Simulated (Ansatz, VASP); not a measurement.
**Two plane-wave programs on PtSe2**

File INCAR:

```
ALGO = Normal
EDIFF = 1E-7
ENCUT = 520
GGA = PS
ISIF = 2
ISMEAR = 0
LASPH = T
LCHARG = F
LREAL = F
LWAVE = F
NBANDS = 18
NELM = 100
PREC = Accurate
SIGMA = 0.1
```

Contents of KPOINTS:

```
k-points
0
Gamma
  9 9 7
```

File POSCAR:

```
PtSe2
1.0
    3.7603063796      0.0000000000      0.0000000000
   -1.8801531898      3.2565208507      0.0000000000
    0.0000000000      0.0000000000      4.8632411496
Pt Se
1 2
Direct
    0.0000000000      0.0000000000      0.0000000000
    0.3333333333      0.6666666667      0.2607783459
    0.6666666667      0.3333333333      0.7392216541
```

Input for Ansatz:

```yaml
crystal:
  lattice:
    - [3.7603063796, 0.0, 0.0]
    - [-1.8801531898, 3.2565208507, 0.0]
    - [0.0, 0.0, 4.8632411496]
  atoms:
    - { symbol: Pt, position: [0.0, 0.0, 0.0] }
    - { symbol: Se, position: [0.3333333333, 0.6666666667, 0.2607783459] }
    - { symbol: Se, position: [0.6666666667, 0.3333333333, 0.7392216541] }
basis:
  ecutwfc: 420
kpoints:
  mp_grid: { grid: [9, 9, 7] }
hamiltonian:
  xc: pbesol
scf:
  occupations: { method: gaussian, width: 0.1 }
output:
  forces: true
  stress: true
  eigenvalues: true
```

Alike in both runs: task single point; functional PBEsol; k mesh 9 × 9 × 7; occupations gaussian, width 0.1 eV; no spin polarisation.

|  | VASP | Ansatz |
| --- | --- | --- |
| version | VASP 6.6.1 | Ansatz 0.2.0 |
| potentials or method | VASP PAW PBE potentials, release 64 (Pt, Se) | scalar-relativistic, plane waves, PAW |
| plane-wave cutoff (eV) | 520 | 420 |
| valence electrons in the cell | 22 | 50 |

|  | VASP | Ansatz | Ansatz less VASP |
| --- | --- | --- | --- |
| gap on the k mesh at the Fermi level (eV) | none | none | - |
| pressure (GPa) | 0.1 | 0.0 | -0.08 |
| rms of the force components (eV/Å) | 0.002 | 0.004 | +0.0021 |

Atom by atom the forces differ by 0.006 eV/Å (rms over components). A gap of «none» marks a metal or a gap that the smearing closes. The two sets of potentials don't hold the same shells in valence.

Caveats: the PAW data sets were made with another functional, which shifts forces and pressure a little (VASP). The runs have no spin-orbit coupling, so splittings on Pt are missing.
